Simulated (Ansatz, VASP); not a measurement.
## GaP in VASP and in Ansatz

The input INCAR:

```
  PREC = Accurate
  ENCUT = 520
  EDIFF = 1E-6
  ISMEAR = 0
  SIGMA = 0.05
  LREAL = False
  LASPH = True
  NELM = 60
  ALGO = Normal
  ISIF = 2
  LWAVE = False
  LCHARG = True
  GGA = PS
  LELF = True
  LVHAR = True
  NBANDS = 16
```

Contents of KPOINTS:

```
regular mesh
0
Gamma
  10 10 10
```

POSCAR

```
GaP
1.0
    0.0000000000      2.8673245345      2.7181008006
    2.7181008006      0.0000000000      2.7181008006
    2.7181008006      2.8673245345      0.0000000000
Ga P
1 1
Direct
    0.0000000000      0.0000000000      0.0000000000
    0.7500000000      0.7500000000      0.7500000000
```

Input for Ansatz:

```yaml
crystal:
  lattice:
    - [0.0, 2.8673245345, 2.7181008006]
    - [2.7181008006, 0.0, 2.7181008006]
    - [2.7181008006, 2.8673245345, 0.0]
  atoms:
    - { symbol: Ga, position: [0.0, 0.0, 0.0] }
    - { symbol: P, position: [0.75, 0.75, 0.75] }
basis:
  ecutwfc: 420
kpoints:
  mp_grid: { grid: [10, 10, 10] }
hamiltonian:
  xc: pbesol
  pseudopotentials: { kind: paw, azcp: { folder: soft_1 } }
scf:
  occupations: { method: gaussian, width: 0.05 }
output:
  forces: true
  stress: true
  eigenvalues: true
```

Alike in both runs: task single point; functional PBEsol; k mesh 10 × 10 × 10; occupations gaussian, width 0.05 eV; no spin polarisation.

|  | VASP | Ansatz |
| --- | --- | --- |
| version | VASP 6.6.1 | Ansatz 0.2.0 |
| potentials or method | VASP PAW PBE potentials, release 64 (Ga_d, P) | scalar-relativistic, plane waves, PAW |
| plane-wave cutoff (eV) | 520 | 420 |
| valence electrons in the cell | 18 | 18 |

|  | VASP | Ansatz | Ansatz less VASP |
| --- | --- | --- | --- |
| gap on the k mesh at the Fermi level (eV) | 1.25 | 1.25 | -0.005 |
| least direct gap on the mesh (eV) | 1.25 | 1.25 | -0.005 |
| pressure (GPa) | -4.0 | -4.0 | +0.08 |
| largest component of the traceless stress (GPa) | 2.87 | 2.86 | -0.008 |

The functional is the same, so the differences come from potentials, cutoffs and numerics. Ansatz warned: «pseudo_functional_mismatch».

Caveats: the PAW data sets were made with another functional, which shifts forces and pressure a little (VASP). A k mesh can miss the band edges.
